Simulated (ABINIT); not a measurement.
HfO2:

```xyz
12
Lattice="5.2195 0.0000 0.0000 0.0000 5.0048 0.0000 0.0000 0.0000 5.0327" Properties=species:S:1:pos:R:3 pbc="T T T"
Hf    0.1723    1.3387    1.2151
Hf    2.4375    1.3387    3.7314
Hf    2.7820    3.6661    1.2151
Hf    5.0472    3.6661    3.7314
O     1.9201    0.3571    1.9087
O     0.6896    0.3571    4.4251
O     3.8308    2.3028    2.4776
O     3.9984    2.3028    4.9939
O     1.3886    2.7020    4.9939
O     1.2211    2.7020    2.4776
O     4.5298    4.6477    1.9087
O     3.2994    4.6477    4.4251
```

Measurements of this composition are mostly on another form, of space group No. 14.

```yaml
Program: ABINIT 10.8.3 (patched build)
Task: relaxation of cell and atoms
Functional: PBE
Potentials_or_basis: PseudoDojo NC SR PBE v0.4.1 standard
Cutoff: 1143 eV
k_mesh: 5 × 5 × 5
Occupations: fermi-dirac, width 0.05 eV
Spin: no spin polarisation
```

At the start: pressure 7.2 GPa; volume 10.96 Å³/atom.

Where does the relaxation end?

Over 11 steps the energy falls by 7.4 meV/atom and the volume is 11.31 Å³/atom (+3.2 %); space group Pca2_1 (No. 29, to 0.05 Å).

The path:
```
step  energy change (eV)  largest force (eV/Å)  pressure (GPa)  volume (Å³)
   1              0.0000                0.0796            7.16       131.46
   2             -0.0772                0.0779            1.45       134.36
   3             -0.0821                0.0656            0.06       135.18
   4             -0.0831                0.0525           -0.21       135.36
   5             -0.0845                0.0561           -0.30       135.49
   6             -0.0871                0.0433           -0.24       135.68
   7             -0.0881                0.0471           -0.11       135.75
   8             -0.0885                0.0215           -0.08       135.77
   9             -0.0886                0.0034            0.02       135.68
  10             -0.0886                0.0060           -0.01       135.69
  11             -0.0886                0.0009           -0.01       135.69
```

Final structure:
```
Hf O
1.0
     5.27988    0.00000    0.00000
     0.00000    5.05323    0.00000
     0.00000    0.00000    5.08564
Hf O
4 8
Direct
  0.03247 0.26604 0.23959
  0.46753 0.26604 0.73959
  0.53247 0.73396 0.23959
  0.96753 0.73396 0.73959
  0.36501 0.06688 0.38353
  0.13499 0.06688 0.88353
  0.72814 0.46351 0.48988
  0.77186 0.46351 0.98988
  0.27186 0.53649 0.98988
  0.22814 0.53649 0.48988
  0.86501 0.93312 0.38353
  0.63499 0.93312 0.88353
```
